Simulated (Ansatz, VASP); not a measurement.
**Al35CuN36 (Cu_Al): VASP beside Ansatz**

Wanted: the spread between two codes on one cell, functional and k mesh. Of the first pair: The structure shown is the start of the Ansatz relaxation below; VASP solves that cell, so the two are compared at the walk's first step.

Main program and level: Ansatz 0.2.0; plane waves, with VASP 6.6.1 beside it; r2SCAN.

**1. The starting structure**

The cell holds 72 atoms: 35 Al, 36 N and 1 Cu. Cell: a = 9.320 Å, b = 9.320 Å, c = 9.956 Å, α = 90.0°, β = 90.0°, γ = 120.0°. It derives from AlN (AlN (P6_3mc)). Nearest the centre at fractional (0.444, 0.556, 0.500): Cu72 at 0.05 Å, N52 at 1.84 Å, N40 at 1.90 Å, N55 at 1.91 Å, N56 at 1.92 Å, Al18 at 3.03 Å, Al20 at 3.06 Å, Al29 at 3.06 Å. The cell carries charge +1.

Coordinates:

```xyz
72
Lattice="9.3196 0.0000 0.0000 -4.6598 8.0710 0.0000 0.0000 0.0000 9.9565" Properties=species:S:1:pos:R:3 pbc="T T T"
Al    1.5132    0.9123    2.5108
Al    0.0396    1.7631    4.9726
Al    1.5195    0.8742    7.4342
Al    0.0048    1.7503    9.9280
Al   -0.0025    3.6240    2.4515
Al   -1.5243    4.5218    4.9594
Al    0.0175    3.5481    7.4893
Al   -1.5332    4.5265    9.9357
Al   -1.5940    6.2955    2.4625
Al   -3.1310    7.1420    4.9449
Al   -1.5428    6.3160    7.4334
Al   -3.1003    7.1536    9.9074
Al    4.7066    0.9062    2.4703
Al    3.1547    1.7840    4.9649
Al    4.6483    0.8481    7.4645
Al    3.0912    1.8399    9.9419
Al    3.1491    3.5641    2.4726
Al    3.0759    3.6252    7.4527
Al    1.5639    4.4359    9.9434
Al    1.6001    6.2798    2.5026
Al   -0.0221    7.1332    4.9561
Al    1.5351    6.2703    7.5094
Al    0.0026    7.1244    9.9561
Al    7.7680    0.8680    2.5260
Al    6.1883    1.7516    4.9632
Al    7.7387    0.8564    7.4530
Al    6.2258    1.7469    0.0087
Al    6.2308    3.5476    2.4602
Al    4.6163    4.5083    4.9780
Al    6.1996    3.5898    7.4153
Al    4.6098    4.4830    9.9525
Al    4.6603    6.2427    2.5211
Al    3.1073    7.2021    4.9328
Al    4.6411    6.3121    7.4326
Al    3.1010    7.1251    9.9451
N     1.5707    0.8554    4.3629
N     0.0125    1.8294    1.9282
N     1.5855    0.8594    9.3707
N     0.0129    1.7625    6.9110
N    -0.0137    3.6171    4.3473
N    -1.5767    4.4450    1.8747
N    -0.0418    3.6145    9.3611
N    -1.5274    4.5135    6.9048
N    -1.5230    6.3125    4.3659
N    -3.1022    7.1359    1.9276
N    -1.5242    6.3060    9.3920
N    -3.0766    7.1942    6.9087
N     4.6192    0.9105    4.3590
N     3.0810    1.8238    1.8651
N     4.6340    0.9169    9.3252
N     3.0969    1.7849    6.9222
N     3.0728    3.6239    4.3815
N     1.5907    4.4529    1.8840
N     3.1341    3.6278    9.3721
N     1.5546    4.4353    6.8858
N     1.5512    6.3209    4.4095
N    -0.0433    7.1583    1.8764
N     1.5839    6.2469    9.3881
N     0.0425    7.1494    6.8825
N     7.7284    0.8660    4.3958
N     6.2057    1.7573    1.9293
N     7.8081    0.8944    9.3904
N     6.2126    1.8396    6.8544
N     6.2340    3.5489    4.4093
N     4.6891    4.5109    1.8655
N     6.1986    3.5984    9.3166
N     4.6349    4.5083    6.9098
N     4.7018    6.2508    4.3798
N     3.0964    7.2129    1.8657
N     4.6918    6.2527    9.3925
N     3.1267    7.1855    6.8296
Cu    1.5055    4.4834    4.9595
```

**2. Ansatz: relaxation, r2SCAN**

Ansatz runs on its PAW soft_1 files.

The two programs are compared at the cell with which this relaxation starts, whose forces are those of its first step.

input.yaml

```yaml
crystal:
  lattice:
    - [9.31956554, 9.0e-08, 0.0]
    - [-4.65978284, 8.07098046, 0.0]
    - [0.0, 0.0, 9.95647772]
  atoms:
    - { symbol: Al, position: [0.22222222, 0.11111111, 0.24960167] }
    - { symbol: Al, position: [0.11111111, 0.22222222, 0.49960167] }
    - { symbol: "N", position: [0.22222222, 0.11111111, 0.44039833] }
    - { symbol: "N", position: [0.11111111, 0.22222222, 0.19039833] }
    - { symbol: Al, position: [0.22222222, 0.11111111, 0.74960167] }
    - { symbol: Al, position: [0.11111111, 0.22222222, 0.99960167] }
    - { symbol: "N", position: [0.22222222, 0.11111111, 0.94039833] }
    - { symbol: "N", position: [0.11111111, 0.22222222, 0.69039833] }
    - { symbol: Al, position: [0.22222222, 0.44444444, 0.24960167] }
    - { symbol: Al, position: [0.11111111, 0.55555556, 0.49960167] }
    - { symbol: "N", position: [0.22222222, 0.44444444, 0.44039833] }
    - { symbol: "N", position: [0.11111111, 0.55555556, 0.19039833] }
    - { symbol: Al, position: [0.22222222, 0.44444444, 0.74960167] }
    - { symbol: Al, position: [0.11111111, 0.55555556, 0.99960167] }
    - { symbol: "N", position: [0.22222222, 0.44444444, 0.94039833] }
    - { symbol: "N", position: [0.11111111, 0.55555556, 0.69039833] }
    - { symbol: Al, position: [0.22222222, 0.77777778, 0.24960167] }
    - { symbol: Al, position: [0.11111111, 0.88888889, 0.49960167] }
    - { symbol: "N", position: [0.22222222, 0.77777778, 0.44039833] }
    - { symbol: "N", position: [0.11111111, 0.88888889, 0.19039833] }
    - { symbol: Al, position: [0.22222222, 0.77777778, 0.74960167] }
    - { symbol: Al, position: [0.11111111, 0.88888889, 0.99960167] }
    - { symbol: "N", position: [0.22222222, 0.77777778, 0.94039833] }
    - { symbol: "N", position: [0.11111111, 0.88888889, 0.69039833] }
    - { symbol: Al, position: [0.55555556, 0.11111111, 0.24960167] }
    - { symbol: Al, position: [0.44444444, 0.22222222, 0.49960167] }
    - { symbol: "N", position: [0.55555556, 0.11111111, 0.44039833] }
    - { symbol: "N", position: [0.44444444, 0.22222222, 0.19039833] }
    - { symbol: Al, position: [0.55555556, 0.11111111, 0.74960167] }
    - { symbol: Al, position: [0.44444444, 0.22222222, 0.99960167] }
    - { symbol: "N", position: [0.55555556, 0.11111111, 0.94039833] }
    - { symbol: "N", position: [0.44444444, 0.22222222, 0.69039833] }
    - { symbol: Al, position: [0.55555556, 0.44444444, 0.24960167] }
    - { symbol: Cu, position: [0.44444444, 0.55555556, 0.49960167], spin: 1.0 }
    - { symbol: "N", position: [0.55555556, 0.44444444, 0.44039833] }
    - { symbol: "N", position: [0.44444444, 0.55555556, 0.19039833] }
    - { symbol: Al, position: [0.55555556, 0.44444444, 0.74960167] }
    - { symbol: Al, position: [0.44444444, 0.55555556, 0.99960167] }
    - { symbol: "N", position: [0.55555556, 0.44444444, 0.94039833] }
    - { symbol: "N", position: [0.44444444, 0.55555556, 0.69039833] }
    - { symbol: Al, position: [0.55555556, 0.77777778, 0.24960167] }
    - { symbol: Al, position: [0.44444444, 0.88888889, 0.49960167] }
    - { symbol: "N", position: [0.55555556, 0.77777778, 0.44039833] }
    - { symbol: "N", position: [0.44444444, 0.88888889, 0.19039833] }
    - { symbol: Al, position: [0.55555556, 0.77777778, 0.74960167] }
    - { symbol: Al, position: [0.44444444, 0.88888889, 0.99960167] }
    - { symbol: "N", position: [0.55555556, 0.77777778, 0.94039833] }
    - { symbol: "N", position: [0.44444444, 0.88888889, 0.69039833] }
    - { symbol: Al, position: [0.88888889, 0.11111111, 0.24960167] }
    - { symbol: Al, position: [0.77777778, 0.22222222, 0.49960167] }
    - { symbol: "N", position: [0.88888889, 0.11111111, 0.44039833] }
    - { symbol: "N", position: [0.77777778, 0.22222222, 0.19039833] }
    - { symbol: Al, position: [0.88888889, 0.11111111, 0.74960167] }
    - { symbol: Al, position: [0.77777778, 0.22222222, 0.99960167] }
    - { symbol: "N", position: [0.88888889, 0.11111111, 0.94039833] }
    - { symbol: "N", position: [0.77777778, 0.22222222, 0.69039833] }
    - { symbol: Al, position: [0.88888889, 0.44444444, 0.24960167] }
    - { symbol: Al, position: [0.77777778, 0.55555556, 0.49960167] }
    - { symbol: "N", position: [0.88888889, 0.44444444, 0.44039833] }
    - { symbol: "N", position: [0.77777778, 0.55555556, 0.19039833] }
    - { symbol: Al, position: [0.88888889, 0.44444444, 0.74960167] }
    - { symbol: Al, position: [0.77777778, 0.55555556, 0.99960167] }
    - { symbol: "N", position: [0.88888889, 0.44444444, 0.94039833] }
    - { symbol: "N", position: [0.77777778, 0.55555556, 0.69039833] }
    - { symbol: Al, position: [0.88888889, 0.77777778, 0.24960167] }
    - { symbol: Al, position: [0.77777778, 0.88888889, 0.49960167] }
    - { symbol: "N", position: [0.88888889, 0.77777778, 0.44039833] }
    - { symbol: "N", position: [0.77777778, 0.88888889, 0.19039833] }
    - { symbol: Al, position: [0.88888889, 0.77777778, 0.74960167] }
    - { symbol: Al, position: [0.77777778, 0.88888889, 0.99960167] }
    - { symbol: "N", position: [0.88888889, 0.77777778, 0.94039833] }
    - { symbol: "N", position: [0.77777778, 0.88888889, 0.69039833] }
  host:
    repeats: [3, 3, 2]
    atoms:
      - { symbol: Al, position: [0.66666667, 0.33333333, 0.49920333] }
      - { symbol: Al, position: [0.33333333, 0.66666667, 0.99920333] }
      - { symbol: "N", position: [0.66666667, 0.33333333, 0.88079667] }
      - { symbol: "N", position: [0.33333333, 0.66666667, 0.38079667] }
total_charge: 1
basis:
  ecutwfc: 500
  xc_grid: 2
hamiltonian:
  xc: r2scan
  pseudopotentials: { kind: paw, azcp: { folder: soft_1 } }
kpoints:
  mp_grid: { grid: [1, 1, 1], shift: [0.25, 0.25, 0.25] }
magnetization:
  spin_polarized: true
  initial_magnetization: 1
  spin_locking: { lock_magnetization: hard }
scf:
  occupations: { method: fixed }
  max_iter: 60
output:
  forces: true
  charged_corrections:
    epsilon: [4.49, 4.49, 4.72]
    static_epsilon: [8.15, 8.15, 9.65]
    defect_position: [0.444444, 0.555556, 0.499602]
relax:
  f_tol: 0.02
  max_steps: 80
  random_displacement: { amplitude: 0.05, seed: 9282 }
checkpoint:
  write: "../qp1_M1.relax.run"
  compress: false
  write_wavefunctions: true
  write_every: 100000
```

Started as:

```console
$ ansatz run input.yaml --threads 4 --pin off --max-ram 15073MiB --backend cpu --events-out ev --progress --plain --runs-dir out
```

Numbers of over 12 decimals in the logs are rounded to 6 here.

Output:

```text
Warning: This run holds its total moment fixed (magnetization.spin_locking.lock_magnetization: hard) and mixes its density by anderson or broyden (scf.mixing.algorithm, typed or taken by auto). Slabs with a fixed moment have converged under broyden above another state at the same moment, at the default mixing steps and at smaller ones, and under scf.lower_state_search: standard, light or off a state that such a mixer [...]
Engine: ansatz 0.2.0, x86_64-unknown-linux-gnu
Pseudopotentials: kind: paw
Pseudopotential: Al, paw, valence charge 3, recommended cutoff 500 eV (meta_gga), soft_1/Al.paw.azcp
Pseudopotential: N, paw, valence charge 5, recommended cutoff 500 eV (meta_gga), soft_1/N.paw.azcp
Pseudopotential: Cu, paw, valence charge 19, recommended cutoff 500 eV (meta_gga), soft_1/Cu.paw.azcp
Functional definition: r2SCAN
  parameter k0 = 0.174
  parameter k1 = 0.065
  parameter a1 = 4.9479
  exchange = r2scan_x(k0 = k0, k1 = k1, a1 = a1)
  correlation = r2scan_c
Crystal: 72 atoms, lattice volume = 748.907 Å³
Basis set: ecut = 500 eV, 18913 PW (Γ), exchange–correlation on 144×144×150 points (8 copies of the dense FFT grid, shifted against one another)
Bands: 224, of which v1, the nominal top of the filled ones, is band 152 counted from 1 (151 counted from 0)
Symmetry: 1 space group operations
k-points: 1
Non-local potential: Al, projectors of the file, l = 0: 2, l = 1: 2, l = 2: 1
Non-local potential: N, projectors of the file, l = 0: 2, l = 1: 2, l = 2: 1
Non-local potential: Cu, projectors of the file, l = 0: 3, l = 1: 2, l = 2: 3, l = 3: 1
PAW form: soft (Blöchl's): semilocal exchange-correlation on the pseudo side does not see the compensation charge
PAW frozen core: Al, regenerated for the run's functional (the file was generated under x = pbe(κ = 0.804, μ = 0.219515), c = pbe(β = 0.066725))
PAW frozen core: N, regenerated for the run's functional (the file was generated under x = pbe(κ = 0.804, μ = 0.219515), c = pbe(β = 0.066725))
PAW frozen core: Cu, regenerated for the run's functional (the file was generated under x = pbe(κ = 0.804, μ = 0.219515), c = pbe(β = 0.066725))
PAW one-centre angular grid: Al, 302 points (default); XC on 160 Gauss nodes
PAW one-centre angular grid: N, 302 points (default); XC on 160 Gauss nodes
PAW one-centre angular grid: Cu, 590 points (default); XC on 160 Gauss nodes
Initial density: superposition of atomic densities (chi_scale 0.1, normalization cell, long waves kept (reshape's long-wave potential 0.30 eV rms))
Starting moments: Σ|m| = 1 μB on 1 of 72 sites
Initial wavefunctions: pseudopotential atomic-orbital guess
Functional: x = r2scan, c = r2scan; τ floored in thin density (d = 2e-4 eV/Å³)
SCF iter   1: F=—  HF=-39552.327384 eV  |F-HF|=—  |Δ(HF+E_count)|=         —  Δρ=7.17e-2 (↑6.75e-2 ↓7.17e-2)  dr2=1.69e2  dr2_τ=4.68e0  dr2_m=1.01e0  M=1.000 μB ∫|m|=1.499 μB  β_m=1.20  ethr=3.10e-3  ⟨swp⟩=5.5  Hψ=1476  notcnv=0  defer=140
preconditioner: auto → Resta (q_TF=auto, 2.346 Å⁻¹)  ε∞=3.4  [insulator: Δε(μ)=0.065 eV  Ē_g=15.190 eV  n_scr=162 (ndim 8)  ℏωp=23.3 eV  f_vac=0.000  ε∞_Penn≈3.4]
spin=Collinear: Resta preconditioning applied to the charge; magnetization (m = ρ↑ − ρ↓) channel mixes plain (no charge-response kernel on spin).
SCF iter   2: F=—  HF=-39518.563353 eV  |F-HF|=—  |Δ(HF+E_count)|=    3.38e1  Δρ=3.93e-2 (↑3.63e-2 ↓3.93e-2)  dr2=4.95e1  dr2_τ=3.60e-1  dr2_m=4.32e-1  M=1.000 μB ∫|m|=1.873 μB  β_m=1.20  ethr=3.10e-3  ⟨swp⟩=3.0  Hψ=776  notcnv=0  defer=141  κ⁻¹=1.0e0(r=1)
SCF iter   3: F=—  HF=-39515.649273 eV  |F-HF|=—  |Δ(HF+E_count)|=    2.91e0  Δρ=3.64e-2 (↑2.23e-2 ↓3.64e-2)  dr2=2.00e1  dr2_τ=1.33e-1  dr2_m=1.21e0  M=1.000 μB ∫|m|=1.907 μB  β_m=1.20  ethr=3.10e-3  ⟨swp⟩=2.5  Hψ=700  notcnv=0  defer=139  κ⁻¹=7.3e-1(r=2)
SCF iter   4: F=—  HF=-39515.336772 eV  |F-HF|=—  |Δ(HF+E_count)|=   3.13e-1  Δρ=1.58e-2 (↑1.52e-2 ↓1.58e-2)  dr2=4.16e0  dr2_τ=5.13e-2  dr2_m=3.25e-2  M=1.000 μB ∫|m|=2.163 μB  β_m=1.20  ethr=3.10e-3  ⟨swp⟩=2.5  Hψ=774  notcnv=0  defer=139  κ⁻¹=3.3e-2(r=3)
SCF iter   5: F=—  HF=-39515.827805 eV  |F-HF|=—  |Δ(HF+E_count)|=   4.91e-1  Δρ=1.01e-2 (↑9.75e-3 ↓1.01e-2)  dr2=1.59e0  dr2_τ=2.05e-2  dr2_m=6.12e-3  M=1.000 μB ∫|m|=2.168 μB  β_m=1.20  ethr=1.37e-3  ⟨swp⟩=2.0  Hψ=392  notcnv=0  defer=141  κ⁻¹=5.5e-3(r=4)
[...]
k-point 0 ↓: bands = [... 148 lower, 6.6537, 6.6945, 6.8415, 7.6449, 7.7293, 13.0096, 13.0457, 13.1334, ... 68 higher]
--- Relaxed structure (7 steps of the walk, 6 accepted, 0 SCFs on fresh bases) ---
  F+E_penalty+E_count = -39518.28962462 eV   max|allowed force component| = 3.571e-3 eV/Å
  atoms:
    - { symbol: Al, position: [0.221748, 0.109718, 0.248979] }
    - { symbol: Al, position: [0.109244, 0.217808, 0.500459] }
    - { symbol: N, position: [0.221228, 0.109691, 0.439836] }
    - { symbol: N, position: [0.111174, 0.221003, 0.189775] }
    - { symbol: Al, position: [0.221554, 0.110024, 0.750199] }
    - { symbol: Al, position: [0.110675, 0.220917, 0.999026] }
    - { symbol: N, position: [0.221578, 0.110321, 0.940234] }
    - { symbol: N, position: [0.110737, 0.221010, 0.690162] }
    - { symbol: Al, position: [0.222466, 0.443031, 0.246581] }
    - { symbol: Al, position: [0.110373, 0.557101, 0.501219] }
    - { symbol: N, position: [0.215111, 0.438899, 0.439139] }
    - { symbol: N, position: [0.111398, 0.554326, 0.190443] }
    - { symbol: Al, position: [0.217743, 0.441899, 0.748931] }
    - { symbol: Al, position: [0.110712, 0.555131, 0.999270] }
    - { symbol: N, position: [0.222173, 0.444096, 0.939334] }
    - { symbol: N, position: [0.110620, 0.555294, 0.690475] }
    - { symbol: Al, position: [0.222012, 0.776924, 0.249300] }
    - { symbol: Al, position: [0.110841, 0.887929, 0.499672] }
    - { symbol: N, position: [0.221912, 0.777275, 0.440157] }
    - { symbol: N, position: [0.111113, 0.887596, 0.190291] }
    - { symbol: Al, position: [0.221706, 0.777523, 0.750611] }
    - { symbol: Al, position: [0.110910, 0.888181, 0.999914] }
    - { symbol: N, position: [0.221911, 0.777328, 0.940747] }
    - { symbol: N, position: [0.111097, 0.888131, 0.690161] }
    - { symbol: Al, position: [0.555814, 0.110649, 0.248768] }
    - { symbol: Al, position: [0.441075, 0.218213, 0.500645] }
    - { symbol: N, position: [0.555331, 0.111080, 0.439731] }
    - { symbol: N, position: [0.444115, 0.221011, 0.189554] }
    - { symbol: Al, position: [0.555829, 0.111332, 0.750161] }
    - { symbol: Al, position: [0.443579, 0.220944, 0.998819] }
    - { symbol: N, position: [0.555267, 0.110894, 0.940355] }
    - { symbol: N, position: [0.443972, 0.221387, 0.690097] }
    - { symbol: Al, position: [0.554791, 0.443281, 0.245747] }
    - { symbol: Cu, position: [0.444423, 0.556970, 0.497579] }
    - { symbol: N, position: [0.557382, 0.440392, 0.437976] }
    - { symbol: N, position: [0.444452, 0.554704, 0.189401] }
    - { symbol: Al, position: [0.557162, 0.442404, 0.748738] }
    - { symbol: Al, position: [0.444163, 0.555169, 0.998224] }
    - { symbol: N, position: [0.554798, 0.444292, 0.939179] }
    - { symbol: N, position: [0.444268, 0.556498, 0.692343] }
    - { symbol: Al, position: [0.555747, 0.776660, 0.245991] }
    - { symbol: Al, position: [0.441744, 0.889818, 0.501387] }
    - { symbol: N, position: [0.561455, 0.787553, 0.439056] }
    - { symbol: N, position: [0.444637, 0.887847, 0.190355] }
    - { symbol: Al, position: [0.558004, 0.782432, 0.749238] }
    - { symbol: Al, position: [0.443999, 0.888574, 0.999160] }
    - { symbol: N, position: [0.555239, 0.777324, 0.939512] }
    - { symbol: N, position: [0.444085, 0.889021, 0.690529] }
    - { symbol: Al, position: [0.888715, 0.110709, 0.249207] }
[...]
- { symbol: Al, position: [0.888537, 0.443368, 0.249030] }
    - { symbol: Al, position: [0.780489, 0.557843, 0.500881] }
    - { symbol: N, position: [0.888453, 0.444144, 0.440010] }
    - { symbol: N, position: [0.777613, 0.554622, 0.190140] }
    - { symbol: Al, position: [0.888276, 0.443685, 0.750114] }
    - { symbol: Al, position: [0.777986, 0.555347, 0.999100] }
    - { symbol: N, position: [0.888529, 0.444087, 0.940392] }
    - { symbol: N, position: [0.778105, 0.555417, 0.690185] }
    - { symbol: Al, position: [0.889060, 0.777148, 0.249193] }
    - { symbol: Al, position: [0.782547, 0.891134, 0.501000] }
    - { symbol: N, position: [0.888991, 0.777741, 0.439985] }
    - { symbol: N, position: [0.778031, 0.888049, 0.190029] }
    - { symbol: Al, position: [0.889299, 0.777723, 0.750414] }
    - { symbol: Al, position: [0.778366, 0.888750, 0.999053] }
    - { symbol: N, position: [0.888663, 0.777418, 0.940534] }
    - { symbol: N, position: [0.778798, 0.889041, 0.690483] }
```

[end of part 1 of 2]

[Lines on the potential files, build, host, timing and source positions are cut from VASP's logs without a mark.]

[Logs are printed without paths, hosts, clocks, repeated set-up lines and the standing remarks that a program may print on its own settings, such as how far it seeks lower states.]

[Hosts, paths, dates, database ids (printed as entryN), source tags and the programs' standing remarks are cut or masked in the printed files.]
